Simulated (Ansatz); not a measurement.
**Calculated 91Zr nuclear quadrupole resonance for Zr3N4**

Cell: a COD entry.

Space group I-43d (No. 220); a = 6.7400 Å.

| site | Wyckoff | site symmetry | x | y | z |
| --- | --- | --- | --- | --- | --- |
| Zr | 12a | -4.. | 0.3750 | 0.0000 | 0.2500 |
| N | 16c | .3. | 0.0630 | 0.0630 | 0.0630 |

One atom of each set is listed; the run and its k-mesh use a cell of 14 atoms with edges of 5.84, 5.84, 5.84 Å.

Level of theory: DFT, PBE, plane waves and PAW, scalar-relativistic, 420 eV cutoff, Γ-centred 6×6×6 k-points, Fermi–Dirac smearing 0.02 eV (Ansatz 0.2.0).

91Zr: I = 5/2, Q = -176.0 mb (year-2017 value). Static lattice, zero field.

**Question.** At which frequencies do the 91Zr NQR lines lie?

**Answer.** For I = 5/2 and η = 0 the lines are 3|C_Q|/20 and twice that; η pulls their ratio below 2.

```
site  atoms  V_zz (10²¹ V/m²)  C_Q (MHz)     η  line frequencies (MHz)
  Zr      6             14.01      -59.6  0.00              8.94, 17.9
```

An axis of threefold or higher order runs through Zr, so V_zz lies along it and η is zero.

The calculated pressure of 8 GPa (PBE) comes partly from the unrelaxed atoms: it is 4.2 GPa once they are relaxed in the same cell. The largest force is 0.3 eV/Å, so the atoms aren't at the calculated equilibrium and relaxing them would move these values. Without spin–orbit coupling (the program notes it for Zr) the gradients can shift somewhat, as the gap is small.

Hardware: 4 threads of Intel Xeon Platinum 8259CL CPU @ 2.50GHz (Skylake/Cascade Lake) (x86_64; 16 cores open to the job, memory cap 8.0 GiB, no GPU), a shared host with a load of 0.6 a core. Wall time 6.9 s, CPU time 23 s, peak memory 0.66 GiB.
